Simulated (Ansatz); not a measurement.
Ir:

```
CELL_PARAMETERS angstrom
0.00000 1.91560 1.91560
1.91560 0.00000 1.91560
1.91560 1.91560 0.00000
ATOMIC_POSITIONS crystal
Ir 0.00000 0.00000 0.00000
```

| Property | Result |
| --- | --- |
| Program | Ansatz 0.2.0 |
| Task | relaxation of cell and atoms |
| Functional | LDA |
| Potentials or basis | Ansatz PAW |
| Cutoff | 420 eV (not typed: the program's choice for these potentials) |
| k mesh | 12 × 12 × 12 |
| Occupations | fermi-dirac, width 0.05 eV |
| Spin | no spin polarisation |

At the start: volume 14.06 Å³/atom.

Task: How do energy, volume and symmetry change on relaxing?

Result: It ends after 4 steps and the volume is 13.82 Å³/atom (-1.7 %); space group Fm-3m (No. 225, to 0.05 Å).

The path:
```
step  energy change (eV)  largest force (eV/Å)  volume (Å³)
   1              0.0000                0.0000        14.06
   2             -0.0050                0.0000        13.84
   3             -0.0050                0.0000        13.82
   4             -0.0049                0.0000        13.82
```

Final structure:
```
Ir
1.0
     0.00000    1.90481    1.90481
     1.90481    0.00000    1.90481
     1.90481    1.90481    0.00000
Ir
1
Direct
  0.00000 0.00000 0.00000
```

Caveat: the plane-wave basis is chosen anew once the cell has moved, so the energies of steps on either side of that aren't comparable; the PAW data sets come from PBE, with cores solved anew for the run's functional, which leaves a small shift of forces and pressure.
